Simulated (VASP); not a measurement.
**VASP 6.6.1 run: CdTe**

INCAR

```
SIGMA = 0.02
ENCUT = 520
LCHARG = .FALSE.
ISIF = 2
GGA = QQ
NSW = 0
EDIFF = 1E-7
IBRION = -1
ISMEAR = -1
LASPH = .TRUE.
NBANDS = 16
PREC = Accurate
LREAL = .FALSE.
NELM = 95
LWAVE = .FALSE.
```

KPOINTS

```
KPOINTS created by Atomic Simulation Environment
0
Gamma
6 6 6
0 0 0
```

POSCAR

```
Cd Te
 1.0000000000000000
     0.0000000000000000    3.2799551162000000    3.3455542184999998
     3.2799551162000000    0.0000000000000000    3.3455542184999998
     3.2799551162000000    3.2799551162000000    0.0000000000000000
 Cd  Te
   1   1
Cartesian
  0.0000000000000000  0.0000000000000000  0.0000000000000000
  1.6399775581000000  1.6399775581000000  1.6727771092499999
```

The recommended PBE PAW datasets give the neutral cell 18 valence electrons.

Command

```
mpirun -np 1 vasp_std
```

Standard output (part)

```
POSCAR found type information on POSCAR CdTe
 POSCAR found :  2 types and       2 ions
|     EEEEEEE  RRRRRR   RRRRRR   OOOOOOO  RRRRRR      ###     ###     ###     |
|     E        R     R  R     R  O     O  R     R     ###     ###     ###     |
|     E        R     R  R     R  O     O  R     R     ###     ###     ###     |
|     EEEEE    RRRRRR   RRRRRR   O     O  RRRRRR       #       #       #      |
|     E        R    R   R    R   O     O  R    R      ###     ###     ###     |
|     EEEEEEE  R     R  R     R  OOOOOOO  R     R     ###     ###     ###     |
|     Error: One of the selected functionals does not exist.                  |
|       ---->  I REFUSE TO CONTINUE WITH THIS SICK JOB ... BYE!!! <----       |
```

VASP stopped before the first electronic step.

The fault: unknown functional word.

The run took about 1 s on one core of a shared host (Intel Xeon Platinum 8488C).
